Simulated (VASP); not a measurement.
VASP 6.6.1 run: PbS

INCAR

```
ENCUT = 520
LWAVE = .FALSE.
LCHARG = .FALSE.
IBRION = -1
LASPH = .TRUE.
NSW = 0
NELM = 120
LREAL = .FALSE.
PREC = Accurate
GGA = PE
ISIF = 2
NBANDS = 50
EDIFF = 1E-7
ISMEAR = -1
SIGMA = 0.02
```

KPOINTS

```
KPOINTS created by Atomic Simulation Environment
0
Gamma
8 8 8
0 0 0
```

POSCAR

```
Pb S
 1.0000000000000000
     0.0000000000000000    2.8677433691999998    3.0178762948000002
     2.8677433691999998    0.0000000000000000    3.0178762948000002
     2.8677433691999998    2.8677433691999998    0.0000000000000000
 Pb  S
   1   1
Cartesian
  0.0000000000000000  0.0000000000000000  0.0000000000000000
  2.8677433691999994  2.8677433691999994  3.0178762948000002
```

The recommended PBE PAW datasets give the neutral cell 20 valence electrons.

Command

```
mpirun -np 1 vasp_std
```

OSZICAR

```
N       E                     dE             d eps       ncg     rms          rms(c)
DAV:   1     0.195630045045E+03    0.19563E+03   -0.66715E+03  6566   0.428E+02
DAV:   2     0.157266875791E+02   -0.17990E+03   -0.15736E+03  6308   0.163E+02
DAV:   3    -0.838266007364E+01   -0.24109E+02   -0.23476E+02  7098   0.499E+01
DAV:   4    -0.909376231414E+01   -0.71110E+00   -0.71003E+00  7072   0.831E+00
DAV:   5    -0.910241645387E+01   -0.86541E-02   -0.86523E-02  7432   0.989E-01    0.515E+00
DAV:   6    -0.865643587965E+01    0.44598E+00   -0.68220E-01  9502   0.273E+00    0.376E+00
DAV:   7    -0.865017926504E+01    0.62566E-02   -0.54921E-02  7342   0.585E-01    0.196E+00
DAV:   8    -0.865283315271E+01   -0.26539E-02   -0.57339E-03  7090   0.314E-01    0.110E-01
DAV:   9    -0.865310601510E+01   -0.27286E-03   -0.48756E-04  8428   0.859E-02    0.924E-02
DAV:  10    -0.865319145280E+01   -0.85438E-04   -0.18507E-04  7076   0.317E-02    0.331E-02
DAV:  11    -0.865319164251E+01   -0.18971E-06   -0.15060E-05  7430   0.145E-02    0.116E-02
DAV:  12    -0.865319188309E+01   -0.24057E-06   -0.79325E-07  7708   0.279E-03    0.322E-03
DAV:  13    -0.865319186947E+01    0.13614E-07   -0.68634E-08  6748   0.974E-04
   1 F= -.86531919E+01 E0= -.86530985E+01  d E =-.186777E-03
```

From OUTCAR

```
k-points           NKPTS =     59   k-points in BZ     NKDIM =     59   number of bands    NBANDS=     50

   NELECT =      20.0000    total number of electrons

   dimension x,y,z NGX =    32 NGY =   32 NGZ =   30
   dimension x,y,z NGXF=    64 NGYF=   64 NGZF=   60

  energy-cutoff  :      520.00
  volume of cell :       49.64
      direct lattice vectors                 reciprocal lattice vectors
     0.000000000  2.867743369  3.017876295    -0.174353119  0.174353119  0.165679422
     2.867743369  0.000000000  3.017876295     0.174353119 -0.174353119  0.165679422
     2.867743369  2.867743369  0.000000000     0.174353119  0.174353119 -0.165679422

 k-points in reciprocal lattice and weights: KPOINTS created by Atomic Simulation Env
   0.00000000  0.00000000  0.00000000       0.002
   0.12500000 -0.00000000  0.00000000       0.016
   0.25000000 -0.00000000  0.00000000       0.016
   0.37500000  0.00000000  0.00000000       0.016
   0.50000000 -0.00000000  0.00000000       0.008
   0.12500000  0.12500000  0.00000000       0.004
   0.25000000  0.12500000  0.00000000       0.016
   0.37500000  0.12500000  0.00000000       0.016
   ...

 E-fermi :   6.6613

 k-point     1 :       0.0000    0.0000    0.0000
  band No.  band energies     occupation
      1     -10.4271      2.00000
      2     -10.4192      2.00000
      3     -10.4192      2.00000
      4     -10.4113      2.00000
      5     -10.3851      2.00000
      6      -7.5765      2.00000
      7       0.5790      2.00000
      8       3.9240      2.00000
      9       3.9240      2.00000
     10       4.3200      2.00000
     11      11.1073      0.00000
     12      12.2788      0.00000
     13      12.2788      0.00000
     14      12.8965      0.00000
     15      13.2133      0.00000
     16      13.2133      0.00000
     17      14.7747      0.00000
     18      15.0152      0.00000
     19      15.9853      0.00000
     20      16.6167      0.00000
     21      26.2374      0.00000
     22      27.3984      0.00000
     23      27.3984      0.00000
     24      28.3636      0.00000
     25      28.3636      0.00000
     26      28.7515      0.00000
     27      29.4379      0.00000
     28      29.6105      0.00000
     29      29.6105      0.00000
     30      30.5453      0.00000
     31      30.8491      0.00000
     32      36.1504      0.00000
     33      37.9595      0.00000
     34      37.9595      0.00000
     35      38.4764      0.00000
     36      38.8363      0.00000
     37      39.8726      0.00000
     38      41.3010      0.00000
     39      41.4481      0.00000
     40      41.4481      0.00000
     41      41.9357      0.00000
     42      41.9357      0.00000
     43      42.8362      0.00000
     44      42.8596      0.00000
     45      43.4433      0.00000
     46      44.0429      0.00000
     47      44.0429      0.00000
     48      45.1159      0.00000
     49      45.1159      0.00000
     50      45.9375      0.00000

 ...

  Total        2.6618918      2.6618918      0.2856064      0.0000000      0.0000000     -0.0000000
  in kB       85.9189546     85.9189546      9.2186339      0.0000000      0.0000000     -0.0000000
  external PRESSURE =      60.3521811 kB  Pullay stress =       0.0000000 kB

 POSITION                                       TOTAL-FORCE (eV/Angst)
 -----------------------------------------------------------------------------------
      0.00000      0.00000      0.00000        -0.000000      0.000000      0.000000
      2.86774      2.86774      3.01788         0.000000     -0.000000     -0.000000
 -----------------------------------------------------------------------------------
    total drift:                                0.000000     -0.000000     -0.000000

  FREE ENERGIE OF THE ION-ELECTRON SYSTEM (eV)
  ---------------------------------------------------
  free  energy   TOTEN  =        -8.6531918695 eV

  energy  without entropy=       -8.6530050922  energy(sigma->0) =       -8.65309848
```

It converged. Results: gap between bands v and c on the k mesh 0.09 eV; least direct gap on the k mesh 0.09 eV; pressure 6.0 GPa. Band v is the last that the valence electrons fill when counted band by band, and c is the next.

For comparison, a separate PBE run of the intended cell, on usual settings and not on those above, gives a gap of 0.09 eV on its mesh and a pressure of 6.0 GPa.

The run above took about 1.7 min on one core of a shared host (Intel Xeon Platinum 8488C) and held 0.24 GiB at most.
